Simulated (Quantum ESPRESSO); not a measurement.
The system is MgO.

```xyz
4
Lattice="3.3078 0.0000 0.0000 -1.6539 2.8646 0.0000 0.0000 0.0000 4.9829" Properties=species:S:1:pos:R:3 pbc="T T T"
Mg    1.6539    0.9549    2.5022
Mg    0.0000    1.9098    0.0108
O     1.6539    0.9549    4.4968
O     0.0000    1.9098    2.0053
```

Measurements of this composition are mostly on another form, of space group No. 225.

| Property | Result |
| --- | --- |
| Program | Quantum ESPRESSO 7.5 |
| Task | single point |
| Functional | PBE |
| Potentials or basis | SSSP 1.3 efficiency PBE |
| Cutoff | 748 eV |
| Density cutoff | 5987 eV |
| k mesh | 9 × 9 × 6 |
| Occupations | fermi-dirac, width 0.05 eV |
| Spin | no spin polarisation |

On this cell: pressure 3.1 GPa; largest force 0.006 eV/Å; band gap on the k mesh 3.47 eV, direct.

The same run follows on a disturbed copy (atoms moved at random, drawn with an rms of 0.05 Å):

```
Mg O
1.0
     3.30779    0.00000    0.00000
    -1.65389    2.86463    0.00000
     0.00000    0.00000    4.98288
Mg O
2 2
Cartesian
  1.6167 1.0016 2.4270
  -0.0468 1.9301 0.0444
  1.6461 0.9485 4.5197
  -0.0872 1.8937 2.0559
```

Task: What changes?

Result: The energy moves by +30.2 meV/atom; pressure 3.6 GPa; largest force 1.510 eV/Å; band gap on the k mesh 3.35 eV, direct.

Forces on the atoms (eV/Å):
```
Mg  -0.688 -0.754  1.112
Mg   0.298 -0.252 -0.496
O   -0.414  0.274  0.006
O    0.804  0.733 -0.622
```

Stress tensor (GPa, compression positive):
```
 7.07  3.25 -0.28
 3.25  4.04 -1.02
-0.28 -1.02 -0.45
```

Caveats: an odd mesh through Γ misses points on the zone boundary, where band edges often lie.
